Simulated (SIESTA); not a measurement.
Crystal: CO2.

```
CELL_PARAMETERS angstrom
-1.97473 1.97473 3.01406
1.97473 -1.97473 3.01406
1.97473 1.97473 -3.01406
ATOMIC_POSITIONS crystal
O 0.87500 0.95980 0.58480
O 0.37500 0.29020 0.41520
O 0.04020 0.62500 0.91520
O 0.70980 0.12500 0.08480
C 0.00000 0.00000 0.00000
C 0.75000 0.25000 0.50000
```

The cell comes from a database or a generator and needn't be the stable form of this composition.

Base run:

| Property | Result |
| --- | --- |
| Program | SIESTA 5.4.2 |
| Functional | BLYP |
| Potentials or basis | PseudoDojo 0.4 standard (PBE files) |
| Basis | DZP (energy shift 0.003 Ry) |
| Grid cutoff | 800 Ry |
| Energy shift | 0.003 Ry |
| k mesh | 9 × 9 × 9 |
| Occupations | fermi-dirac, width 0.05 eV |
| Spin | no spin polarisation |

Its results: band gap on the k mesh 7.70 eV, indirect (least direct gap 8.10 eV); pressure 10.9 GPa; largest force 0.812 eV/Å.

**Question.** The run is repeated on the same cell with these changes: functional from BLYP to PBEsol; potentials or basis from PseudoDojo 0.4 standard (PBE files) to PseudoDojo 0.4 standard (PBEsol files). What comes out?

**Answer.** Band gap on the k mesh 7.50 eV, indirect (least direct gap 7.96 eV); pressure -2.7 GPa; largest force 0.283 eV/Å.

Caveats: the basis of atomic orbitals isn't converged, which shifts pressures, moduli and gaps; the potentials were made for another functional, which shifts forces and pressure (some runs).

Not every run made on this cell is shown here.
